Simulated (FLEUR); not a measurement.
Crystal: Hf.

```
Hf
1.0
     3.19670    0.00000    0.00000
    -1.59835    2.76842    0.00000
     0.00000    0.00000    5.05780
Hf
2
Direct
  0.66667 0.33333 0.75000
  0.33333 0.66667 0.25000
```

| Property | Result |
| --- | --- |
| Program | FLEUR MaX-R8.1 (later development tree) |
| Task | single point |
| Functional | PBEsol |
| Potentials or basis | all-electron |
| Basis | FLAPW |
| Kmax | 4.1 1/bohr |
| k mesh | 10 × 10 × 5 |
| Occupations | fermi-dirac, width 0.05 eV |
| Spin | no spin polarisation |
| Gmax | 12.7 1/bohr |
| Muffin-tin radii | Hf 2.66 bohr |
| lmax | Hf 10 |
| lnonsphr | Hf 10 |
| Local orbitals a species | Hf 4 |
| Max iterations | 60 |
| Mixing factor | 0.05 |
| Mixer | Anderson |
| Mixer history | 15 |

On this cell: largest force under 0.003 eV/Å; band gap on the k mesh none (metal or under the smearing width).

The same run follows on a disturbed copy (atoms moved at random, drawn with an rms of 0.05 Å):

```
Hf
1.0
     3.19670    0.00000    0.00000
    -1.59835    2.76842    0.00000
     0.00000    0.00000    5.05780
Hf
2
Direct
  0.67080 0.34630 0.75451
  0.32565 0.67287 0.24668
```

What does the disturbed cell give?

The energy (extrapolated to zero smearing) moves by +1.9 meV/atom; largest force 0.146 eV/Å; band gap on the k mesh none (metal or under the smearing width).

Forces in eV/Å, atoms in the order of the input:
```
Hf  -0.060 -0.041 -0.127
Hf   0.060  0.041  0.127
```
